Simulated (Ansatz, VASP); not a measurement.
One calculation of Ti, two programs

```
CELL_PARAMETERS angstrom
2.90754 0.00000 0.00000
-1.45377 2.51801 0.00000
0.00000 0.00000 18.74800
ATOMIC_POSITIONS crystal
Ti 0.66667 0.33333 0.37337
Ti 0.33333 0.66667 0.49322
Ti 0.00000 0.00000 0.61305
```

Alike in both runs: functional PBE; k mesh 12 × 12 × 1; occupations gaussian, width 0.1 eV; no spin polarisation.

Ansatz relaxed the structure, and its values are those at the end. VASP's run is a single point on that final structure, the one shown.

|  | VASP | Ansatz |
| --- | --- | --- |
| version | VASP 6.6.1 | Ansatz 0.2.0 |
| potentials or method | VASP PAW PBE potentials, release 64 (Ti_sv) | scalar-relativistic, plane waves, PAW |
| plane-wave cutoff (eV) | 520 | 420 |
| valence electrons in the cell | 36 | 36 |

|  | VASP | Ansatz | Ansatz less VASP |
| --- | --- | --- | --- |
| gap on the k mesh at the Fermi level (eV) | none | none | - |
| rms of the force components (eV/Å) | 0.006 | 0.000 | -0.0062 |

A gap of «none» marks a metal or a gap that the smearing closes.
